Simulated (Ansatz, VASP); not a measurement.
**Se (linear Se chain) in two plane-wave programs**

Aim: how closely do two programs agree when they are given the same cell, functional and k mesh? The structure shown is the end of the Ansatz relaxation below. Other levels of theory on this material are compared in a session of their own.

Main program and level: Ansatz 0.2.0; plane waves, with VASP 6.6.1 beside it; single point at r2SCAN.

### Step 1. The starting structure

The cell holds 1 atom: 1 Se. Its edges and angles: a = 7.500 Å, b = 7.500 Å, c = 2.355 Å, α = 90.0°, β = 90.0°, γ = 90.0°. Vacuum lies along a and b. The structure's axis is c.

### Step 2. Ansatz: relaxation, r2SCAN

Ansatz runs on its default PAW (the set named soft_2) files.

This run makes the geometry at which the two programs are then compared.

Input file input.yaml:

```yaml
crystal:
  lattice:
    - [7.5, 0.0, 0.0]
    - [0.0, 7.5, 0.0]
    - [0.0, 0.0, 2.232]
  atoms:
    - { symbol: Se, position: [0.5, 0.5, 0.0], spin: 0.3 }
magnetization:
  spin_polarized: true
kpoints:
  mp_grid: { grid: [1, 1, 36] }
scf:
  occupations: { method: fermi_dirac, width: 0.05 }
hamiltonian:
  xc: r2scan
relax:
  cell: { fix: [a, b, alpha, beta, gamma] }
  max_steps: 60
```

Launch:

```
$ ansatz run input.yaml --threads 4 --pin off --max-ram 8192MiB --backend cpu --events-out ev --progress --plain --runs-dir out
```

Numbers of over 12 decimals in the logs are rounded to 6 here.

Log:

```text
Engine: ansatz 0.2.0, x86_64-unknown-linux-gnu
Pseudopotentials: kind: paw
Pseudopotential: Se, paw, valence charge 16, recommended cutoff 500 eV (meta_gga), Se.paw.azcp
Functional definition: r2SCAN
  parameter k0 = 0.174
  parameter k1 = 0.065
  parameter a1 = 4.9479
  exchange = r2scan_x(k0 = k0, k1 = k1, a1 = a1)
  correlation = r2scan_c
Crystal: 1 atoms, lattice volume = 125.550 Å³
Basis set: ecut = 500 eV, 3169 PW (Γ), exchange–correlation on 240×240×72 points (64 copies of the dense FFT grid, shifted against one another)
Bands: 13, of which v1, the nominal top of the filled ones, is band 8 counted from 1 (7 counted from 0)
Symmetry: 16 space group operations
Space group: P4/mmm (ITA 123), of the structure as read, at distance tolerance 5.0e-5 Å
Magnetic group: BNS 123.339 (UNI 999), of the structure as read, at distance tolerance 5.0e-5 Å
k-points: 19 of 36
Non-local potential: Se, projectors of the file, l = 0: 2, l = 1: 2, l = 2: 3, l = 3: 1
PAW form: soft (Blöchl's): semilocal exchange-correlation on the pseudo side does not see the compensation charge
PAW frozen core: Se, regenerated for the run's functional (the file was generated under x = pbe(κ = 0.804, μ = 0.219515), c = pbe(β = 0.066725))
PAW one-centre angular grid: Se, 590 points (default); XC on 160 Gauss nodes
Initial density: superposition of atomic densities (neutral atoms: chi_scale 0, normalization atom)
Starting moments: Σ|m| = 0.3 μB on 1 of 1 site
Initial wavefunctions: pseudopotential atomic-orbital guess
Functional: x = r2scan, c = r2scan; τ floored in thin density (d = 2e-4 eV/Å³)
iter 1 solved again at ethr=1.48e-4 eV; its pass at ethr=3.10e-3 eV (dr2=2.36e-2 eV) is discarded
SCF iter   1: F=—  HF=-5477.257321 eV  |F-HF|=—  |Δ(HF+E_count)|=         —  Δρ=1.10e-2 (↑1.10e-2 ↓1.04e-2)  dr2=2.38e-2  dr2_τ=9.69e-4  dr2_m=1.28e-1  M=0.048 μB ∫|m|=0.049 μB  β_m=0.30  ethr=1.48e-4  ⟨swp⟩=1.1  Hψ=3906  notcnv=0
preconditioner: auto → Resta (q_TF=auto, 1.935 Å⁻¹)  ε∞=1.4  [insulator: Δε(μ)=0.181 eV  Ē_g=11.549 eV  σ=0.050 eV  W_gap=0.51  n_scr=20 (ndim 8)  ℏωp=7.2 eV  f_vac=0.710  D(μ)=0.70/eV (n_scr^D=4)  ε∞_Penn≈1.4  vacuum switching on, ρ_ref=9.7e-3 e/Å³]
spin=Collinear: Resta preconditioning applied to the charge; magnetization (m = ρ↑ − ρ↓) channel mixes plain (no charge-response kernel on spin).
SCF iter   2: F=—  HF=-5477.266974 eV  |F-HF|=—  |Δ(HF+E_count)|=   9.65e-3  Δρ=7.81e-3 (↑7.81e-3 ↓7.28e-3)  dr2=1.07e-2  dr2_τ=7.43e-5  dr2_m=6.32e-2  M=0.042 μB ∫|m|=0.043 μB  β_m=0.30  ethr=1.48e-4  ⟨swp⟩=3.4  Hψ=914  notcnv=0  κ⁻¹=1.0e0(r=1)
SCF iter   3: F=—  HF=-5477.274948 eV  |F-HF|=—  |Δ(HF+E_count)|=   7.97e-3  Δρ=5.34e-3 (↑5.34e-3 ↓5.10e-3)  dr2=7.01e-4  dr2_τ=2.99e-5  dr2_m=3.11e-2  M=0.041 μB ∫|m|=0.043 μB  β_m=0.30  ethr=6.72e-5  ⟨swp⟩=2.8  Hψ=1000  notcnv=0  κ⁻¹=9.0e-3(r=2)
SCF iter   4: F=—  HF=-5477.277523 eV  |F-HF|=—  |Δ(HF+E_count)|=   2.58e-3  Δρ=3.67e-3 (↑3.65e-3 ↓3.67e-3)  dr2=6.84e-5  dr2_τ=8.70e-6  dr2_m=1.54e-2  M=0.036 μB ∫|m|=0.037 μB  β_m=0.30  ethr=4.38e-6  ⟨swp⟩=2.0  Hψ=988  notcnv=0  κ⁻¹=2.7e-3(r=3)
SCF iter   5: F=—  HF=-5477.278879 eV  |F-HF|=—  |Δ(HF+E_count)|=   1.36e-3  Δρ=2.60e-3 (↑2.55e-3 ↓2.60e-3)  dr2=7.81e-6  dr2_τ=4.35e-6  dr2_m=7.62e-3  M=0.032 μB ∫|m|=0.033 μB  β_m=0.30  ethr=4.28e-7  ⟨swp⟩=2.0  Hψ=881  notcnv=0  κ⁻¹=7.4e-5(r=4)
SCF iter   6: F=—  HF=-5477.279559 eV  |F-HF|=—  |Δ(HF+E_count)|=   6.80e-4  Δρ=1.82e-3 (↑1.82e-3 ↓1.81e-3)  dr2=8.84e-7  dr2_τ=2.39e-6  dr2_m=3.79e-3  M=0.028 μB ∫|m|=0.029 μB  β_m=0.30  ethr=4.88e-8  ⟨swp⟩=2.0  Hψ=891  notcnv=0  κ⁻¹=1.5e-6(r=5)
SCF iter   7: F=—  HF=-5477.279914 eV  |F-HF|=—  |Δ(HF+E_count)|=   3.55e-4  Δρ=1.28e-3 (↑1.28e-3 ↓1.28e-3)  dr2=5.41e-8  dr2_τ=1.33e-6  dr2_m=1.89e-3  M=0.025 μB ∫|m|=0.026 μB  β_m=0.48  ethr=6.25e-10  ⟨swp⟩=3.0  Hψ=1951  notcnv=0
Mixer restart at iter 7: flushing history
spin-set hold released at iteration 7 (site moments contracting): the magnetisation degrees of freedom join the quasi-Newton model from the next iteration; the mixer history was flushed
SCF iter   8: F=—  HF=-5477.280150 eV  |F-HF|=—  |Δ(HF+E_count)|=   2.36e-4  Δρ=6.92e-4 (↑6.91e-4 ↓6.92e-4)  dr2=1.68e-7  dr2_τ=1.26e-6  dr2_m=5.51e-4  M=0.019 μB ∫|m|=0.020 μB  β_m=0.63  ethr=3.38e-10  ⟨swp⟩=5.9  Hψ=1545  notcnv=0  κ⁻¹=1.0e0(r=1)
SCF iter   9: F=—  HF=-5477.280316 eV  |F-HF|=—  |Δ(HF+E_count)|=   1.66e-4  Δρ=1.26e-4 (↑1.26e-4 ↓1.24e-4)  dr2=8.19e-8  dr2_τ=2.09e-7  dr2_m=1.81e-5  M=0.009 μB ∫|m|=0.009 μB  β_m=0.60  ethr=3.38e-10  ⟨swp⟩=2.1  Hψ=2128  notcnv=0  κ⁻¹=2.8e-3(r=2)
SCF iter  10: F=—  HF=-5477.280418 eV  |F-HF|=—  |Δ(HF+E_count)|=   1.03e-4  Δρ=3.15e-5 (↑3.15e-5 ↓3.03e-5)  dr2=1.95e-9  dr2_τ=5.85e-9  dr2_m=1.10e-6  M=0.002 μB ∫|m|=0.002 μB  β_m=0.73  ethr=3.38e-10  ⟨swp⟩=6.2  Hψ=1757  notcnv=0  κ⁻¹=2.7e-4(r=3)
[...]
SCF 3 converged in 6 iterations: F = -5477.403775 eV  dr2 = 4.32e-9
relax step   3: F+E_penalty+E_count = -5477.40377455 eV  Δ(F+E_penalty+E_count) = -2.903e-3 eV  max|allowed force component| = 0.000e0 eV/Å  Δτ_max = 0.0000 Å  P = +0.110 GPa  Ω = 132.224 Å³  energy of the carried Pulay correction = -7.146e-5 eV  fix = [a, b, alpha, beta, gamma]  reactions: a +0.069, b +0.069 GPa  (6 SCF iters, dr2 threshold 1.00e-7 eV, accepted)
[...]
relax step   4: F+E_penalty+E_count = -5477.40393951 eV  Δ(F+E_penalty+E_count) = -1.650e-4 eV  max|allowed force component| = 0.000e0 eV/Å  Δτ_max = 0.0000 Å  P = +0.049 GPa  Ω = 132.492 Å³  energy of the carried Pulay correction = -7.428e-5 eV  fix = [a, b, alpha, beta, gamma]  reactions: a +0.069, b +0.069 GPa  (5 SCF iters, dr2 threshold 9.25e-8 eV, accepted)
[...]
relax step   5: F+E_penalty+E_count = -5477.40400535 eV  Δ(F+E_penalty+E_count) = -6.584e-5 eV  max|allowed force component| = 0.000e0 eV/Å  Δτ_max = 0.0000 Å  P = +0.049 GPa  Ω = 132.492 Å³  fix = [a, b, alpha, beta, gamma]  reactions: a +0.069, b +0.069 GPa  stress off target by 8.99e-3 GPa on what of the cell is left free  SCF on the basis re-selected at this cell (its energy is not comparable with the rows above)  (10 SCF iters)
basis re-selected at this cell: Δ(F+E_penalty+E_count) = -6.584e-5 eV, ΔP = +0.000 GPa vs the last step (what re-selecting the basis moved, of the pressure what is left beyond the Pulay correction that the steps carried, after the strain that the cell walked since its last selection, with what the two solves' SCF thresholds leave and, on support functions, any second-order correction that the steps lacked; it is no measure of the basis error at this ecutwfc). This SCF's stress stands 8.99e-3 GPa from its target on what of the cell is left free (relax.cell.stress_tol is 5.00e-2 GPa) and its largest allowed force component is 0.00e0 eV/Å (relax.f_tol is 1.00e-2 eV/Å): [rest of the remark cut]
SCF converged after 10 iterations
Stability not checked: this state was not tested for a lower state beside it, because the mixer in use, unlike msr1, does not test its closes by its own steps (another_mixer; see scf.mixing.algorithm and scf.lower_state_search)
Magnetization: -0.0000 μB (8.0000 up, 8.0000 down)
Absolute magnetization: 0.0000 μB (∫|ρ↑−ρ↓|, with the PAW one-centre terms)
Spin contamination: 0.0000 ħ² per cell (⟨S²⟩ above its minimum at these occupations)
Per-site moments (μB) at R_I (Å): [(4.328105753940026e-9, 0.971605)]
Free energy (F): -5477.404005 eV
Harris-Foulkes:  -5477.404005 eV  (|F-HF|=1.95e-10)
Internal energy: -5477.397580 eV  (E = F + TS)
E sigma→0 (E₀):  -5477.400792 eV
Entropy (-TS):   -0.006426 eV (-6.426 meV/atom)
Fermi energy:    -3.075426 eV
--- Per-component energies (eV) ---
  E_band       = -575.797649
  E_kinetic    = 116.540634
  E_local      = -4906.746456  (includes V_loc(G=0)·N_el)
  E_nonlocal   = -593.877808
  E_hartree    = 2350.809252
  E_xc         = -96.574383
  E_vxc        = -104.284843  (∫ρ·V_xc dr)
  E_paw        = -1925.922834  (= ΣΔE_a)
  E_vpaw       = 205.084898  (= ΣTr[D̂ρ^β])
  E_aug_tail   = -0.000210  (compensation charges beyond the density's cutoff)
  E_vtau       = 5.867619  (kinetic-family band-sum trace: ∫τ·v_τ [+ j·A + Jᵃ·Aᵃ] dr)
  E_ewald      = -419.861004
  E_core_change = -1.764770  (= ΣΔE_core)
  E_smearing   = -0.006426  (= −TS)
  E_closure    = -0.000000  (closes the sum)
  Σ components = -5477.404005   (vs F -5477.404005, Δ=0.00e0)
--- Forces (eV/Å), atoms counted from 1 ---
  atom   1  Se     0.00000000    -0.00000000     0.00000000
  max |Σ_I F_I| component: 6.31e-30 eV/Å
--- Stress (GPa, compression-positive) ---
        0.068894       0.000000       0.000000
        0.000000       0.068894       0.000000
        0.000000       0.000000       0.008986
  P = ⅓ Tr σ = 0.0489 GPa (0.489 kbar)
--- Relaxed structure (4 steps of the walk, 4 accepted, 1 SCFs on fresh bases) ---
  F+E_penalty+E_count = -5477.40400535 eV   max|allowed force component| = 0.000e0 eV/Å   (the final SCF, on the basis selected at the relaxed cell)
  cell:  # Å, volume = 132.4916 Å³
    - [7.5, 0.0, 0.0]
    - [0.0, 7.5, 0.0]
    - [0.0, 0.0, 2.355406]
  atoms:
    - { symbol: Se, position: [0.5, 0.5, 0.0] }
```

The column dr2 measures how far the density is from self-consistency, as an energy; F and HF (Harris–Foulkes) agree once it is small.

### Step 3. VASP: single point, r2SCAN

The same cell, functional, mesh and smearing now go to VASP, with its own data sets.

Lines of VASP's logs that name or quote its potential files are left out, and so is its time.

Input file INCAR:

```
SYSTEM = Se
PREC = Accurate
ENCUT = 550
EDIFF = 1E-06
NELM = 200
ISMEAR = -1
SIGMA = 0.05
LREAL = .FALSE.
ALGO = Normal
METAGGA = R2SCAN
LASPH = .TRUE.
NBANDS = 9
ISPIN = 2
MAGMOM = 0
LORBIT = 11
LWAVE = .FALSE.
LCHARG = .FALSE.
ISIF = 2
GGA_COMPAT = .FALSE.
LMIXTAU = .TRUE.
KPAR = 2
```

Input file POSCAR:

```
Se
1.0
    7.5000000000      0.0000000000      0.0000000000
    0.0000000000      7.5000000000      0.0000000000
    0.0000000000      0.0000000000      2.3554062231
Se
1
Direct
    0.5000000000      0.5000000000      0.0000000000
```

Input file KPOINTS:

```
Automatic mesh
0
Gamma
1 1 36
0 0 0
```

Potentials, in the order of the species: Se (PBE family, release 64).

Launch:

```
$ mpirun -np 2 vasp_std
```

Log:

```text
[banner, memory and clock lines left out]
running    2 mpi-ranks, on    1 nodes
 distrk:  each k-point on    1 cores,    2 groups
 distr:  one band on    1 cores,    1 groups

 POSCAR found type information on POSCAR Se
 POSCAR found :  1 types and       1 ions
|                                                                             |
|               ----> ADVICE to this user running VASP <----                  |
|                                                                             |
|     You enforced a specific xc type in the INCAR file but a different       |
|     [... a line on the potential file left out ...]
|     I HOPE YOU KNOW WHAT YOU ARE DOING!                                     |
|                                                                             |

 LDA part: xc-table for (None), standard interpolation
 POSCAR, INCAR and KPOINTS ok, starting setup
 FFT: planning ... GRIDC
 FFT: planning ... GRID_SOFT
 FFT: planning ... GRID
 WAVECAR not read
 entering main loop
       N       E                     dE             d eps       ncg     rms          rms(c)
DAV:   1     0.240154617572E+02    0.24015E+02   -0.20785E+03   684   0.462E+02
DAV:   2    -0.120498006220E+02   -0.36065E+02   -0.28488E+02   931   0.696E+01
DAV:   3    -0.147282770628E+02   -0.26785E+01   -0.26316E+01   812   0.281E+01
DAV:   4    -0.147519817951E+02   -0.23705E-01   -0.23687E-01   840   0.307E+00
DAV:   5    -0.147521488235E+02   -0.16703E-03   -0.16703E-03   884   0.230E-01    0.350E+00
DAV:   6    -0.143307572458E+02    0.42139E+00   -0.78155E-02   777   0.215E+00    0.236E+00
DAV:   7    -0.126457394925E+02    0.16850E+01   -0.76930E-01   720   0.421E+00    0.100E+00
DAV:   8    -0.131671838014E+02   -0.52144E+00   -0.13194E-01   760   0.245E+00    0.380E-01
DAV:   9    -0.131838166535E+02   -0.16633E-01   -0.17098E-03   764   0.244E-01    0.386E-01
DAV:  10    -0.135225661154E+02   -0.33875E+00   -0.12227E-01   736   0.223E+00    0.223E-01
DAV:  11    -0.135516234580E+02   -0.29057E-01   -0.48957E-03   729   0.504E-01    0.102E-01
DAV:  12    -0.136207872558E+02   -0.69164E-01   -0.24942E-02   684   0.115E+00    0.774E-02
DAV:  13    -0.135877859464E+02    0.33001E-01   -0.82051E-03   732   0.636E-01    0.858E-02
DAV:  14    -0.136184364151E+02   -0.30650E-01   -0.14055E-02   684   0.764E-01    0.392E-02
[...]
DAV:  21    -0.135893500595E+02    0.65113E-04   -0.14328E-04   690   0.860E-02    0.472E-03
DAV:  22    -0.135893459038E+02    0.41557E-05   -0.23715E-05   684   0.424E-02    0.523E-03
DAV:  23    -0.135892720209E+02    0.73883E-04   -0.64819E-05   684   0.668E-02    0.210E-03
DAV:  24    -0.135892785752E+02   -0.65543E-05   -0.44552E-05   684   0.624E-02    0.236E-03
DAV:  25    -0.135893197715E+02   -0.41196E-04   -0.18757E-05   684   0.495E-02    0.149E-03
DAV:  26    -0.135894903817E+02   -0.17061E-03   -0.21481E-05   684   0.439E-02    0.778E-04
DAV:  27    -0.135895080603E+02   -0.17679E-04   -0.39798E-06   713   0.200E-02    0.645E-04
DAV:  28    -0.135895083051E+02   -0.24480E-06   -0.17603E-07   728   0.543E-03
   1 F= -.13589508E+02 E0= -.13586293E+02  d E =-.643128E-02  mag=     0.0000
```

From OUTCAR (step 3):

```text
ion  position               nearest neighbor table
   1  0.500  0.500  0.000-

  LATTYP: Found a simple tetragonal cell.
 ALAT       =     7.5000000000
 C/A-ratio  =     0.3140541631

 Subroutine GETGRP returns: Found 16 space group operations
 (whereof 16 operations were pure point group operations)

The static configuration has the point symmetry D_4h.

 Found     19 irreducible k-points:

   k-points           NKPTS =     19   k-points in BZ     NKDIM =     19   number of bands    NBANDS=      9

   dimension x,y,z NGX =    60 NGY =   60 NGZ =   18
   dimension x,y,z NGXF=   120 NGYF=  120 NGZF=   36

   ENCUT  =  550.0 eV  40.42 Ry    6.36 a.u.  14.34 14.34  4.50*2*pi/ulx,y,z

   NELECT =       6.0000    total number of electrons

 k-points in reciprocal lattice and weights: Automatic mesh
   0.00000000  0.00000000  0.00000000       0.028
   0.00000000  0.00000000  0.02777778       0.056
   0.00000000  0.00000000  0.05555556       0.056
   0.00000000  0.00000000  0.08333333       0.056
   0.00000000  0.00000000  0.11111111       0.056
   0.00000000  0.00000000  0.13888889       0.056
   0.00000000  0.00000000  0.16666667       0.056
   0.00000000  0.00000000  0.19444444       0.056
   0.00000000  0.00000000  0.22222222       0.056
[...]
0.00000000  0.00000000  0.47222222       0.056
   0.00000000  0.00000000  0.50000000       0.028

 average (electrostatic) potential at core
       1 -67.0236

 E-fermi :  -3.9441

 spin component 1
 k-point     1 :       0.0000    0.0000    0.0000
  band No.  band energies     occupation
      1     -19.5356      1.00000
      2      -7.3665      1.00000
      3      -7.3665      1.00000
      4       0.5944      0.00000
      5       2.4427      0.00000
      6       3.5553      0.00000
      7       3.9407      0.00000
      8       3.9407      0.00000
    ...

 k-point     2 :       0.0000    0.0000    0.0278
  band No.  band energies     occupation
      1     -19.5144      1.00000
      2      -7.3460      1.00000
      3      -7.3460      1.00000
      4       0.6144      0.00000
      5       2.4640      0.00000
      6       3.5768      0.00000
      7       3.9615      0.00000
      8       3.9615      0.00000
    ...

 k-point     3 :       0.0000    0.0000    0.0556
  band No.  band energies     occupation
      1     -19.4509      1.00000
      2      -7.2848      1.00000
      3      -7.2848      1.00000
      4       0.6737      0.00000
      5       2.5280      0.00000
      6       3.6412      0.00000
      7       4.0237      0.00000
      8       4.0237      0.00000
    ...

 k-point     4 :       0.0000    0.0000    0.0833
  band No.  band energies     occupation
      1     -19.3452      1.00000
      2      -7.1830      1.00000
      3      -7.1830      1.00000
      4       0.7688      0.00000
      5       2.6347      0.00000
      6       3.3328      0.00000
      7       3.7484      0.00000
      8       4.1272      0.00000
    ...

 k-point     5 :       0.0000    0.0000    0.1111
  band No.  band energies     occupation
      1     -19.1973      1.00000
      2      -7.0412      1.00000
      3      -7.0412      1.00000
      4       0.8823      0.00000
      5       2.2967      0.00000
      6       2.7840      0.00000
      7       3.8986      0.00000
      8       4.2718      0.00000
    ...

 k-point     6 :       0.0000    0.0000    0.1389
  band No.  band energies     occupation
      1     -19.0071      1.00000
      2      -6.8603      1.00000
      3      -6.8603      1.00000
      4       0.7928      0.00000
      5       1.4331      0.00000
      6       2.9759      0.00000
      7       4.0915      0.00000
      8       4.4570      0.00000
    ...

  Total        0.0530727      0.0530727     -0.0283224      0.0000000      0.0000000      0.0000000
  in kB        0.6417913      0.6417913     -0.3424930      0.0000000      0.0000000      0.0000000
  external PRESSURE =       0.3136965 kB  Pullay stress =       0.0000000 kB

  energy-cutoff  :      550.00
  volume of cell :      132.49
      direct lattice vectors                 reciprocal lattice vectors
     7.500000000  0.000000000  0.000000000     0.133333333  0.000000000  0.000000000
     0.000000000  7.500000000  0.000000000     0.000000000  0.133333333  0.000000000
     0.000000000  0.000000000  2.355406223     0.000000000  0.000000000  0.424555217

 POSITION                                       TOTAL-FORCE (eV/Angst)
 -----------------------------------------------------------------------------------
      3.75000      3.75000      0.00000         0.000000      0.000000      0.000000
 -----------------------------------------------------------------------------------
    total drift:                                0.000000      0.000000     -0.000000

  FREE ENERGIE OF THE ION-ELECTRON SYSTEM (eV)
  ---------------------------------------------------
  free  energy   TOTEN  =       -13.5895083051 eV

  energy  without entropy=      -13.5830770273  energy(sigma->0) =      -13.58629267

 total charge
# of ion       s       p       d       tot
------------------------------------------
    1        1.512   2.189   0.060   3.760

 magnetization (x)
# of ion       s       p       d       tot
------------------------------------------
    1       -0.000   0.000   0.000   0.000

[... 6 further parts left out ...]
```

### Step 4. Comparison

Known differences besides the potentials themselves: VASP keeps PBE cores, Ansatz makes them for the functional; the data sets hold 16 valence electrons in Ansatz (on its default PAW (the set named soft_2) files) and 6 in VASP; the cutoff is 500 eV in Ansatz and 550 eV in VASP; Ansatz's pressure holds a Pulay correction, VASP's none. Total energies have different zeros and are not compared.

Compared:

```tsv
quantity	Ansatz	VASP	difference
pressure (GPa)	0.05	0.03	+0.02
```

### Step 5. Outcome

- difference in pressure (single point, r2SCAN): 0.018 GPa

The difference in pressure is 0.018 GPa (single point, r2SCAN), within the 1 GPa picked in this series as the mark of a large difference. The data sets hold unlike numbers of valence electrons (16 in Ansatz and 6 in VASP), so part of the differences comes from the potentials. 3 further runs of this series are not shown here. How closely two codes agree says nothing of how well the functional describes the real material.

[Lines on the potential files, build, host, timing and source positions are cut from VASP's logs without a mark.]

[Logs are printed without paths, hosts, clocks, repeated set-up lines and the standing remarks that a program may print on its own settings, such as how far it seeks lower states.]

[Hosts, paths, dates, database ids (printed as entryN), source tags and the programs' standing remarks are cut or masked in the printed files.]
